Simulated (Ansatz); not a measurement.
Cu3N (started from an entry of an open crystallographic database) was relaxed with 5 functionals in the plane-wave code Ansatz, cell and atoms free, the symmetry of the start kept (meshes: PBE 6×6×6, r2SCAN 6×6×6, PBEsol 6×6×6, LDA 6×6×6, HSE06 4×4×4). The values are computed, spin-unpolarised, and not measurements.

The r2SCAN result:
```
Cu N
1.0
     3.78937    0.00000    0.00000
     0.00000    3.78937    0.00000
     0.00000    0.00000    3.78937
Cu N
3 1
Direct
  0.50000 0.00000 0.00000
  0.00000 0.50000 0.00000
  0.00000 0.00000 0.50000
  0.00000 0.00000 0.00000
```

Space group Pm-3m (No. 221), cubic; conventional cell a = 3.789 Å, 13.60 Å³ an atom. Cu has 2 N at 1.89 Å; N has 6 Cu at 1.89 Å.

**Question.** How does the cell change with PBE?

**Answer.** a = 3.829 Å; the volume differs by +3.2 % from r2SCAN's. Cu is surrounded by 2 N at 1.91 Å; N is surrounded by 6 Cu at 1.91 Å.

**Question.** What lattice does PBEsol give?

**Answer.** a = 3.766 Å; the volume differs by -1.8 % from r2SCAN's. Cu has 2 N at 1.88 Å; N has 6 Cu at 1.88 Å.

**Question.** Held at the r2SCAN cell, what mean stress do LDA and PBE find, and does its sign point to their own minimum?

**Answer.** Yes. LDA -7.00 GPa, and its relaxed volume is -5.3 % from r2SCAN's; PBE +3.90 GPa, and its relaxed volume is +3.2 % from r2SCAN's. Compression counts positive, so a positive stress asks for a larger cell.
